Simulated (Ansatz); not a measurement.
# NbN: pressure against volume, fitted

```yaml
crystal:
  lattice:
    - [0.00000, 2.19450, 2.19450]
    - [2.19450, 0.00000, 2.19450]
    - [2.19450, 2.19450, 0.00000]
  atoms:
    - { symbol: Nb, position: [0.50000, 0.50000, 0.50000] }
    - { symbol: N, position: [0.00000, 0.00000, 0.00000] }
```

Atom numbers follow the list: Nb1, N2.

The conventional cell has a = 4.389 Å, b = 4.389 Å, c = 4.389 Å, α = 90.00°, β = 90.00°, γ = 90.00°. Nb (atom 1) is surrounded by 6 N at 2.19 Å. N (atom 2) is surrounded by 6 Nb at 2.19 Å.

The cell is COD entry 1538667, as deposited and not checked against the literature; nothing was relaxed.

These are results of Ansatz 0.2.0, DFT, PBEsol, all-electron LAPW, scalar-relativistic, not measurements.

Numerical set-up: a Γ-centred 14×14×14 k mesh, Fermi–Dirac smearing of 0.08 eV, basis error target 1 meV/atom, no spin polarisation.

The cell is scaled evenly. Fractional coordinates are held (clamped ions).

| V (Å³/atom) | P (GPa) |
| --- | --- |
| 9.934 | 21.09 |
| 10.357 | 4.93 |
| 10.463 | 1.40 |
| 10.568 | -1.93 |
| 10.674 | -5.09 |
| 10.780 | -8.08 |
| 10.991 | -13.60 |
| 11.202 | -18.54 |

Problem. Fit a third-order Birch–Murnaghan curve to the pressures.

Solution. P = (3B0/2)(y^(7/2) − y^(5/2))[1 + (3/4)(B0′ − 4)(y − 1)] with y = (V0/V)^(2/3) fits within 0.01 GPa for V0 = 10.506 Å³/atom, B0 = 332.9 GPa and B0′ = 4.40.

Problem. Predict the pressure at the withheld volume, 10.146 Å³/atom.

Solution. There y = 1.0236, so the fit gives 12.56 GPa; the run gave 12.57 GPa.
